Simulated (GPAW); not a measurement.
# Equation of state of MgS under PBE+D4

Symmetry: Fm-3m, No. 225, cubic system. Conventional cell: a = 5.203 Å, b = 5.203 Å, c = 5.203 Å, α = 90.00°, β = 90.00°, γ = 90.00°. Around S (site symmetry m-3m) lie 6 Mg at 2.60 Å. Mg (site symmetry m-3m) has 6 S at 2.60 Å as nearest neighbours.

The cell was scaled at fixed shape and fractions and run with GPAW, GPAW PAW data sets (gpaw-data 1.2.1), cutoff 800 eV; PBE+D4, k mesh 7 × 7 × 7 on the cell of 2 atoms, fermi-dirac occupations of 0.05 eV, no spin polarisation, no spin-orbit coupling. Energies are those that the program minimises, any entropy of the smearing included.

```csv
V (Å³/atom),energy over the lowest row (meV/atom)
16.5529,8.057
16.9051,?
17.2573,0.000
17.6095,1.572
17.9617,6.391
18.3139,14.159
18.6661,24.565
```

Question: Fit the third-order Birch-Murnaghan form, give V0, B0 and B′, and predict the energy left open.

Answer: With y = (V0/V)^(2/3), E = E0 + (9 V0 B0/16) [(y - 1)³ B′ + (y - 1)² (6 - 4y)]. Least squares through the rows shown give V0 = 17.2738 Å³/atom, E0 = -0.005 meV, B0 = 79.94 GPa (1 eV/Å³ = 160.218 GPa) and B′ = 4.04, with a largest miss of 0.004 meV. At V = 16.9051 the form with these constants gives 2.031 meV; the run gave 2.026 meV an atom. Measured volume: 17.6 Å³/atom at 294.15 K (a printed reference work), so the fit lies -1.9 % from it. The runs are for a static lattice.
